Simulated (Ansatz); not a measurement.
# InSb: how the energy converges with the cutoff

InSb, P4/mmm, a = 3.077 Å, c = 6.215 Å. This isn't the usual stable structure of the compound. Ansatz: PBE, PAW, cutoff varied, Γ-centred 14×14×8 mesh on 2 atoms, Gaussian smearing 0.10 eV; no spin polarisation. Single points at one geometry, the cutoff alone changed; ΔE is the energy at zero smearing over the run at 600 eV (runs within 0.3 meV/atom of it are left out). The runs up to 350 eV lie under the cutoff recommended for these PAW datasets.

```
cutoff (eV)  ΔE (meV/atom)
        200        9259.20
        250        1030.78
        300              ?
        350           4.61
        420           1.38
```

Problem. Assume ΔE falls exponentially with the cutoff, fit y = ln ΔE against x, the cutoff in eV, to the other rows, and predict the missing value.

Solution. y = 9.133, 6.938, 1.528, 0.322. Means x = 305.0, y = 4.4802; Σ(Δx)² = 29300, ΣΔxΔy = -1235; the slope is their ratio. y = 17.33 − 0.04214 x, a factor of ten per 55 eV. At 300 eV this gives ΔE = 108.64 meV/atom. The run gave 80.59, a ratio of 1.35. Between neighbouring rows the decay runs from a factor of ten per 40 eV to one per 134 eV, so one exponential is only a rough guide. The fast fall gives way to a slow tail.